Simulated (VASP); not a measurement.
# TiSi in VASP: further runs

Runs on TiSi. Level: PBE. Tasks: single point.

Program: VASP 6.6.1. These are calculated values, not measurements. Logs are shortened: lines on timing, memory, paths and dates and some standing lists are left out, and cuts for length are marked.

## 1. The sheet as given

The cell holds a sheet with vacuum, 2 atoms: a = 3.472 Å, b = 3.472 Å, c = 23.800 Å, α = 90.00°, β = 90.00°, γ = 90.00°.

The cell was built by a generator and needn't be a form met in nature.

## 2. Single point, PBE

INCAR reads:

```
SYSTEM = TiSi
PREC = Accurate
ENCUT = 520
EDIFF = 1E-6
ISMEAR = 0
SIGMA = 0.1
LREAL = .FALSE.
LASPH = .TRUE.
NELM = 100
ALGO = Fast
ISIF = 2
LWAVE = .FALSE.
LCHARG = .FALSE.
LDIPOL = .TRUE.
IDIPOL = 3
DIPOL = 0.5 0.5 0.294
GGA = PE
NBANDS = 15
```

KPOINTS reads:

```
regular mesh
0
G
  16 16 1
  0 0 0
```

POSCAR reads:

```
TiSi
1.0
    3.4715149378      0.0000000000      0.0000000000
    0.0000000000      3.4715149378      0.0000000000
    0.0000000000      0.0000000000     23.8000000000
Ti Si
1 1
Direct
    0.5000000000      0.5000000000      0.2941176471
    0.0000000000      0.0000000000      0.2941176471
```

Potentials or basis: VASP PAW PBE potentials, release 64 (Ti_sv, Si).

Command:

```sh
$ cat potpaw_PBE.64/Ti_sv/POTCAR potpaw_PBE.64/Si/POTCAR > POTCAR
$ mpirun -np 1 vasp_std > vasp.out
```

OUTCAR:

```text
SYSTEM = TiSi
   PREC = Accurate
   ENCUT = 520
   EDIFF = 1E-6
   ISMEAR = 0
   LREAL = .FALSE.
   LASPH = .TRUE.
   NELM = 100
   ISIF = 2
   GGA = PE

 ion  position               nearest neighbor table
   1  0.500  0.500  0.294-   2 2.45   2 2.45   2 2.45   2 2.45
   2  0.000  0.000  0.294-   1 2.45   1 2.45   1 2.45   1 2.45

  LATTYP: Found a simple tetragonal cell.
 ALAT       =     3.4715149378
 C/A-ratio  =     6.8557965114

  Lattice vectors:

 A1 = (   3.4715149378,   0.0000000000,   0.0000000000)
 A2 = (   0.0000000000,   3.4715149378,   0.0000000000)
 A3 = (   0.0000000000,   0.0000000000,  23.8000000000)

Analysis of symmetry for initial positions (statically):
=====================================================================
 Subroutine PRICEL returns:
 Original cell was already a primitive cell.

 Routine SETGRP: Setting up the symmetry group for a
 simple tetragonal supercell.

 Subroutine GETGRP returns: Found 16 space group operations
 (whereof  8 operations were pure point group operations)
 out of a pool of 16 trial point group operations.

The static configuration has the point symmetry C_4v.
 The point group associated with its full space group is D_4h.

Analysis of symmetry for dynamics (positions and initial velocities):
=====================================================================
 Subroutine PRICEL returns:
 Original cell was already a primitive cell.

 Routine SETGRP: Setting up the symmetry group for a
 simple tetragonal supercell.

 Subroutine GETGRP returns: Found 16 space group operations
 (whereof  8 operations were pure point group operations)
 out of a pool of 16 trial point group operations.

The dynamic configuration has the point symmetry C_4v.
 The point group associated with its full space group is D_4h.

 Subroutine INISYM returns: Found 16 space group operations
 (whereof  8 operations are pure point group operations),
 and found     1 'primitive' translations

----------------------------------------------------------------------------------------

                                     Primitive cell

  volume of cell :     286.8237

  direct lattice vectors                    reciprocal lattice vectors
     3.471514938  0.000000000  0.000000000     0.288058677  0.000000000  0.000000000
     0.000000000  3.471514938  0.000000000     0.000000000  0.288058677  0.000000000
     0.000000000  0.000000000 23.800000000     0.000000000  0.000000000  0.042016807

  length of vectors
     3.471514938  3.471514938 23.800000000     0.288058677  0.288058677  0.042016807

  position of ions in fractional coordinates (direct lattice)
     0.500000000  0.500000000  0.294117647
     0.000000000  0.000000000  0.294117647

  ion indices of the primitive-cell ions
   primitive index   ion index
                 1           1
                 2           2

----------------------------------------------------------------------------------------

 KPOINTS: regular mesh

Automatic generation of k-mesh.
 Grid dimensions read from file:
 generate k-points for:   16   16    1

 Generating k-lattice:

  Cartesian coordinates                     Fractional coordinates (reciprocal lattice)
     0.018003667  0.000000000  0.000000000     0.062500000  0.000000000  0.000000000
     0.000000000  0.018003667  0.000000000     0.000000000  0.062500000  0.000000000
     0.000000000  0.000000000  0.042016807     0.000000000  0.000000000  1.000000000

  Length of vectors
     0.018003667  0.018003667  0.042016807

  Shift w.r.t. Gamma in fractional coordinates (k-lattice)
     0.000000000  0.000000000  0.000000000

 Subroutine IBZKPT returns following result:
 ===========================================

 Found     45 irreducible k-points:

 Following reciprocal coordinates:
            Coordinates               Weight
  0.000000  0.000000  0.000000      1.000000
  0.062500  0.000000  0.000000      4.000000
  0.125000  0.000000  0.000000      4.000000
  0.187500  0.000000  0.000000      4.000000
  0.250000  0.000000  0.000000      4.000000
  0.312500  0.000000  0.000000      4.000000
[... 16 lines left out ...]
  0.437500  0.125000  0.000000      8.000000
  0.500000  0.125000  0.000000      4.000000
 [... further k-points ...]
   k-points           NKPTS =     45   k-points in BZ     NKDIM =     45   number of bands    NBANDS=     15
   number of dos      NEDOS =    301   number of ions     NIONS =      2
   total plane-waves  NPLWV = 141120
   dimension x,y,z NGX =    28 NGY =   28 NGZ =  180
   dimension x,y,z NGXF=    56 NGYF=   56 NGZF=  360
   ions per type =               1   1
   NGX,Y,Z   is equivalent  to a cutoff of  13.41, 13.41, 12.57 a.u.
   NGXF,Y,Z  is equivalent  to a cutoff of  26.82, 26.82, 25.15 a.u.
 SYSTEM =  TiSi
   PREC   = accura    normal or accurate (medium, high low for compatibility)
   ISTART =      0    job   : 0-new  1-cont  2-samecut
   ICHARG =      2    charge: 1-file 2-atom 10-const
   ISPIN  =      1    spin polarized calculation?
   LNONCOLLINEAR =      F non collinear calculations
   LSORBIT =      F    spin-orbit coupling
   LASPH  =      T    aspherical Exc in radial PAW
   ENCUT  =  520.0 eV  38.22 Ry    6.18 a.u.   6.45  6.45 44.25*2*pi/ulx,y,z
   NELM   =    100;   NELMIN=  2; NELMDL= -5     # of ELM steps
   EDIFF  = 0.1E-05   stopping-criterion for ELM
   LREAL  =      F    real-space projection
   EDIFFG = 0.1E-04   stopping-criterion for IOM
   NSW    =      0    number of steps for IOM
   IBRION =     -1    ionic relax: 0-MD 1-quasi-New 2-CG
   NFREE  =      0    steps in history (QN), initial steepest desc. (CG)
   ISIF   =      2    stress and relaxation
   ISYM   =      2    0-nonsym 1-usesym 2-fastsym
   POTIM  = 0.5000    time-step for ionic-motion
   TEBEG  =    0.0;   TEEND  =   0.0 temperature during run
   PSTRESS=    0.0 pullay stress
   NELECT =      16.0000    total number of electrons
   NUPDOWN=      -1.0000    fix difference up-down
   EMIN   =  10.00;   EMAX   =-10.00  energy-range for DOS
   EFERMI =   0.00;   METHOD = LEGACY
   ISMEAR =     0;   SIGMA  =   0.10  broadening in eV -4-tet -1-fermi 0-gaus
   EFERMI_NEDOS =   21; number of points for ismear=-14 and -15
   IALGO  =     68    algorithm
   IMIX   =      4    mixing-type and parameters
     AMIX     =   0.40;   BMIX     =  1.00
     AMIX_MAG =   1.60;   BMIX_MAG =  1.00
  volume/ion in A,a.u.               =     143.41       967.79
  Fermi-wavevector in a.u.,A,eV,Ry     =   0.625523  1.182067  5.323671  0.391279
  Thomas-Fermi vector in A             =   1.686458
   LORBIT       =      0    0 simple, 1 ext, 2 COOP (PROOUT), +10 PAW based schemes
   GGA     = PE    functional components
   LHFCALC =     F    Hartree Fock is set to
   AEXX    =    0.0000 exact exchange contribution
   IVDW    =     0    specifies the selected vdW correction
   LEPSILON=     F    determine dielectric tensor
   LRPA    =     F    only Hartree local field effects (RPA)
 non-spin polarized calculation
 RMM-DIIS sequential band-by-band and
 Gauss-broadening in eV      SIGMA  =   0.10
  energy-cutoff  :      520.00
  volume of cell :      286.82
 maximum number of plane-waves:      7783
 NGX is ok and might be reduce to    28
   NGX = 13   NGY = 13   NGZ = 89

 dipolmoment           0.000000      0.000000     -0.000001 electrons x Angstroem

 number of electron      15.9999994 magnetization

 dipolmoment           0.000000      0.000000      0.000005 electrons x Angstroem

 Free energy of the ion-electron system (eV)
  ---------------------------------------------------
  ext. energy  EPLUGINS =         0.00000000
  ---------------------------------------------------
  free energy    TOTEN  =       -12.18169075 eV

  energy without entropy =      -12.17464779  energy(sigma->0) =      -12.17816927

 E-fermi :  -2.6091     XC(G=0):  -1.9718

 val. band max:       -2.6118949356   @ k =   0.4375   0.3750   0.0000
 cond. band min:      -2.6049625253   @ k =   0.5000   0.3750   0.0000
 fundamental gap:      0.0069324103
 Fermi energy:        -2.6090640673

 k-point     1 :       0.0000    0.0000    0.0000
  band No.  band energies     occupation
      1     -59.7354      2.00000
      2     -36.4836      2.00000
      3     -35.7406      2.00000
      4     -35.7406      2.00000
      5     -11.0486      2.00000
      6      -4.2170      2.00000
      7      -3.5304      2.00000
      8      -2.5020      0.12992
      9      -1.8204      0.00000
     10      -1.6307      0.00000
     11      -1.6307      0.00000
     12      -0.0153      0.00000
     13      -0.0153      0.00000
     14       1.0244      0.00000
     15       1.2458      0.00000

 k-point     2 :       0.0625    0.0000    0.0000
  band No.  band energies     occupation
      1     -59.7353      2.00000
      2     -36.4833      2.00000
      3     -35.7435      2.00000
      4     -35.7403      2.00000
      5     -10.9987      2.00000
      6      -4.2161      2.00000
      7      -3.5654      2.00000
      8      -2.4832      0.07514
      9      -2.0133      0.00000
     10      -1.6228      0.00000
     11      -1.6081      0.00000
     12      -0.1617      0.00000
     13       0.2444      0.00000
     14       1.0736      0.00000
     15       1.2968      0.00000

 k-point     3 :       0.1250    0.0000    0.0000
  band No.  band energies     occupation
      1     -59.7347      2.00000
      2     -36.4827      2.00000
      3     -35.7520      2.00000
      4     -35.7396      2.00000
      5     -10.8506      2.00000
      6      -4.2152      2.00000
      7      -3.7024      2.00000
      8      -2.4250      0.00925
      9      -2.4083      0.00452
     10      -1.6001      0.00000
     11      -1.5351      0.00000
     12      -0.4943      0.00000
     13       0.8394      0.00000
     14       1.2050      0.00000
     15       1.4485      0.00000

 k-point     4 :       0.1875    0.0000    0.0000
  band No.  band energies     occupation
      1     -59.7339      2.00000
      2     -36.4818      2.00000
      3     -35.7646      2.00000
      4     -35.7385      2.00000
      5     -10.6096      2.00000
      6      -4.2180      2.00000
      7      -4.0108      2.00000
      8      -2.8219      1.99739
      9      -2.3294      0.00008
     10      -1.5657      0.00000
     11      -1.3991      0.00000
     12      -0.7531      0.00000
     13       1.4100      0.00000
     14       1.5845      0.00000
     15       1.6980      0.00000
[... 307 lines left out ...]
 k-point    22 :       0.3750    0.1250    0.0000
  band No.  band energies     occupation
      1     -59.7306      2.00000
      2     -36.4778      2.00000
      3     -35.8049      2.00000
      4     -35.7454      2.00000
      5      -9.3874      2.00000
      6      -5.6287      2.00000
      7      -4.1307      2.00000
      8      -3.8197      2.00000
      9      -1.9188      0.00000
     10      -1.7974      0.00000
     11      -0.3916      0.00000
     12      -0.1590      0.00000
     13       2.0502      0.00000
     14       2.6081      0.00000
     15       2.9561      0.00000

 k-point    23 :       0.4375    0.1250    0.0000
  band No.  band energies     occupation
      1     -59.7301      2.00000
      2     -36.4772      2.00000
      3     -35.8131      2.00000
      4     -35.7445      2.00000
      5      -9.0612      2.00000
      6      -6.0799      2.00000
      7      -4.1337      2.00000
      8      -3.9041      2.00000
      9      -1.8458      0.00000
     10      -1.7553      0.00000
     11      -0.3063      0.00000
     12       0.2729      0.00000
     13       1.4008      0.00000
     14       3.0659      0.00000
     15       3.4458      0.00000

 k-point    24 :       0.5000    0.1250    0.0000
  band No.  band energies     occupation
      1     -59.7299      2.00000
      2     -36.4770      2.00000
      3     -35.8160      2.00000
      4     -35.7442      2.00000
      5      -8.9225      2.00000
      6      -6.2617      2.00000
      7      -4.1354      2.00000
      8      -3.9346      2.00000
      9      -1.8199      0.00000
     10      -1.7387      0.00000
     11      -0.2662      0.00000
     12       0.7621      0.00000
     13       0.8288      0.00000
     14       3.3473      0.00000
     15       3.6853      0.00000

 [... further k-points ...]

------------------------ aborting loop because EDIFF is reached ----------------------------------------

 vacuum level on the upper side and lower side of the slab       (xc-potential included)        -0.008        -0.008

  FORCE on cell =-STRESS in cart. coord.  units (eV):
  Direction    XX          YY          ZZ          XY          YZ          ZX
  --------------------------------------------------------------------------------------
  -------------------------------------------------------------------------------------
  Total       -0.0032735     -0.0032735     -0.0101263      0.0000000      0.0000000      0.0000000
  in kB       -0.0182853     -0.0182853     -0.0565647      0.0000000      0.0000000      0.0000000
  external PRESSURE =      -0.0310451 kB  Pullay stress =       0.0000000 kB

 VOLUME and BASIS-vectors are now :
 -----------------------------------------------------------------------------
  energy-cutoff  :      520.00
  volume of cell :      286.82
      direct lattice vectors                 reciprocal lattice vectors
     3.471514938  0.000000000  0.000000000     0.288058677  0.000000000  0.000000000
     0.000000000  3.471514938  0.000000000     0.000000000  0.288058677  0.000000000
     0.000000000  0.000000000 23.800000000     0.000000000  0.000000000  0.042016807

 POSITION                                       TOTAL-FORCE (eV/Angst)
 -----------------------------------------------------------------------------------
      1.73576      1.73576      7.00000         0.000000      0.000000      0.000000
      0.00000      0.00000      7.00000         0.000000      0.000000     -0.000000
 -----------------------------------------------------------------------------------
    total drift:                                0.000000      0.000000      0.000047

  FREE ENERGIE OF THE ION-ELECTRON SYSTEM (eV)
  ---------------------------------------------------
  free  energy   TOTEN  =       -12.1816907547 eV

  energy  without entropy=      -12.1746477946  energy(sigma->0) =      -12.17816927

 vacuum level on the upper side and lower side of the slab         1.456         1.456
```

It took 3.7 min on 1 thread of AMD EPYC 9R45 (Zen 5), shared host; peak memory 0.44 GiB.

Results:

- Free energy: -12.1817 eV
- Band gap on the k mesh: none (metal or under the smearing width)

(Part 1 of 2 ends here.)
